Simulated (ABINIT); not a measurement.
Runs of ABINIT 10.8.3 (patched build) on CdO (Monteponite). It takes space group Fm-3m (No. 225, cubic). Conventional cell: a = 4.699 Å, b = 4.699 Å, c = 4.699 Å, α = 90.00°, β = 90.00°, γ = 90.00°. Cd (site symmetry m-3m) has 6 O at 2.35 Å as nearest neighbours. O (site symmetry m-3m) is surrounded by 6 Cd at 2.35 Å. 

```tsv
task	level	potentials or basis	k mesh	cutoff (eV)	fine-grid cutoff	mesh quality	gap on the mesh (eV)	pressure (GPa)	V0 of scaled cells (Å³/atom)	B0 (GPa)
equation of state	LDA-PZ	JTH PAW LDA v2.0	10 × 10 × 10	626	1224.51 eV	not flagged	-	-	(a)	163
band structure	PBE	SPMS NC PBE v1.0	10 × 10 × 10	1116	-	not flagged	none	(b)	-	-
band structure	AM05	JTH PAW PBE v2.0	10 × 10 × 10	626	1224.51 eV	not flagged	none	-0.3	-	-
equation of state	revPBE+D3(BJ)	JTH PAW PBE v2.0	10 × 10 × 10	626	1224.51 eV	not flagged	-	-	13.20	132
equation of state	LDA	JTH PAW LDA v2.0	10 × 10 × 10	490	979.61 eV	not flagged	-	-	12.44	164
single point	PBE	JTH PAW PBE v2.0	4 × 4 × 4	626	1224.51 eV	coarse	none	(c)	-	-
single point	LDA	JTH PAW LDA v2.0	4 × 4 × 4	626	1224.51 eV	coarse	none	-6.0	-	-
equation of state	LDA-VWN	JTH PAW LDA v2.0	10 × 10 × 10	626	1224.51 eV	not flagged	-	-	12.44	163
```

Alike in all rows: no spin polarisation; cell as given; smearing fermi-dirac 0.05 eV.

Question: Fill in the values left out.

Answer: (a) 12.46; (b) 5.9; (c) 6.2.

Caveats: some runs use coarse meshes; pressures at fixed basis lie under the slope of the energies (some runs); this crystal is a semiconductor, whose small gap the functional closes, so the metal is an error of the method (some runs); the PAW data sets were made with another functional, which shifts forces and pressure a little (some runs).

A k mesh can miss the band edges, and the runs leave out spin-orbit coupling on Cd.

A gap of «none» marks a metal or a gap under the smearing width.

The runs don't all hold the same shells in valence.
